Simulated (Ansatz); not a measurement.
## Tl: changing the functional

```cif
data_structure
_symmetry_space_group_name_H-M 'P6_3/mmc'
_symmetry_Int_Tables_number 194
_cell_length_a 3.4560
_cell_length_b 3.4560
_cell_length_c 5.5250
_cell_angle_alpha 90.000
_cell_angle_beta 90.000
_cell_angle_gamma 120.000
_cell_volume 57.15
loop_
_atom_site_label
_atom_site_type_symbol
_atom_site_symmetry_multiplicity
_atom_site_Wyckoff_symbol
_atom_site_fract_x
_atom_site_fract_y
_atom_site_fract_z
_atom_site_occupancy
Tl1 Tl 2 c 0.66667 0.33333 0.75000 1
```

Kept alike: task band structure; k mesh 9 × 9 × 5; occupations fermi-dirac, width 0.05 eV; no spin polarisation. Program: Ansatz, all-electron LAPW, scalar-relativistic. The mesh is that of the run's cell of 2 atoms. No spin-orbit coupling.

| run | pressure (GPa) |
| --- | --- |
| A | -1.55 |
| B | 0.23 |
| C | 3.44 |

Pressure is positive in compression. For a metal such a mesh leaves the last digits unconverged.

Task: The runs differ in the functional alone: LDA; PBE; PBEsol. Which run is which?

Result: Run A is LDA; run B is PBEsol; run C is PBE. The pressure runs from -1.55 (LDA) to 3.44 GPa (PBE). From PBE: LDA -4.99; PBEsol -3.21. A positive pressure means that the functional's own cell is larger than the one given, a negative one that it is smaller.
